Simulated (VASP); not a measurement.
**Mo: elastic constants with r2SCAN**

The system is Mo.

```xyz
1
Lattice="-1.5775 1.5775 1.5775 1.5775 -1.5775 1.5775 1.5775 1.5775 -1.5775" Properties=species:S:1:pos:R:3 pbc="T T T"
Mo    0.0000    0.0000    0.0000
```

The cell was built by a generator and needn't be a form met in nature.

- Program: VASP 6.6.1
- Task: elastic constants
- Functional: r2SCAN
- Potentials or basis: VASP PAW PBE potentials, release 64 (Mo_sv)
- Cutoff: 600 eV
- k mesh: 24 × 24 × 24
- Occupations: methfessel-paxton, width 0.2 eV
- Spin: no spin polarisation
- Ions in elastic constants: relaxed
- Further INCAR settings: ALGO = Normal; EDIFF = 1e-08; IBRION = 6; POTIM = 0.015; NSW = 1; ISIF = 3

```
Elastic constants C11, C12, C44 : 484, 166, 95 GPa
Voigt bulk modulus              : 272 GPa
```

Elastic tensor in Voigt notation (GPa, in the Cartesian axes of the cell as first typed):
```
484 166 166   0   0   0
166 484 166   0   0   0
166 166 484   0   0   0
  0   0   0  95   0   0
  0   0   0   0  95   0
  0   0   0   0   0  95
```

Clamped-ion elastic tensor (GPa):
```
484 166 166   0   0   0
166 484 166   0   0   0
166 166 484   0   0   0
  0   0   0  95   0   0
  0   0   0   0  95   0
  0   0   0   0   0  95
```

It took 34 min on 8 MPI ranks on Intel(R) Xeon(R) Platinum 8259CL CPU @ 2.50GHz (Skylake/Cascade Lake), with other jobs on the host, peak memory 1.3 GiB a rank.

Caveat: the PAW data sets were made with another functional, which shifts forces and pressure a little.
